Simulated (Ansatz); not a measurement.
The system is KI.

```xyz
2
Lattice="0.0000 3.5328 3.5328 3.5328 0.0000 3.5328 3.5328 3.5328 0.0000" Properties=species:S:1:pos:R:3 pbc="T T T"
I     3.5328    3.5328    3.5328
K     0.0000    0.0000    0.0000
```

```yaml
Program: Ansatz 0.2.0
Task: relaxation of cell and atoms
Functional: RPBE
Potentials_or_basis: Ansatz PAW
Cutoff: "420 eV (not typed: the program's choice for these potentials)"
k_mesh: 7 × 7 × 7
Occupations: fermi-dirac, width 0.05 eV
Spin: no spin polarisation
```

At the start: volume 44.09 Å³/atom.

Question: Where does the relaxation end?

Answer: It ends after 5 steps and the volume is 51.06 Å³/atom (+15.8 %); space group Fm-3m (No. 225, to 0.05 Å).

Step by step:
| step | energy change (eV) | largest force (eV/Å) | volume (Å³) |
| --- | --- | --- | --- |
| 1 | 0.0000 | 0.0000 | 88.18 |
| 2 | -0.0423 | 0.0000 | 93.30 |
| 3 | -0.0660 | 0.0000 | 100.39 |
| 4 | -0.0670 | 0.0000 | 102.12 |
| 5 | -0.0674 | 0.0000 | 102.12 |

Final structure:
```cif
data_structure
_symmetry_space_group_name_H-M 'P 1'
_symmetry_Int_Tables_number 1
_cell_length_a 5.2466
_cell_length_b 5.2466
_cell_length_c 5.2466
_cell_angle_alpha 60.000
_cell_angle_beta 60.000
_cell_angle_gamma 60.000
_cell_volume 102.12
loop_
_atom_site_label
_atom_site_type_symbol
_atom_site_fract_x
_atom_site_fract_y
_atom_site_fract_z
_atom_site_occupancy
I1 I 0.50000 0.50000 0.50000 1
K1 K 0.00000 0.00000 0.00000 1
```

Caveat: the volume moved by over 15 % at a fixed basis, so the end points are rough; the plane-wave basis is chosen anew once the cell has moved, so the energies of steps on either side of that aren't comparable; the PAW data sets come from PBE, with cores solved anew for the run's functional, which leaves a small shift of forces and pressure.
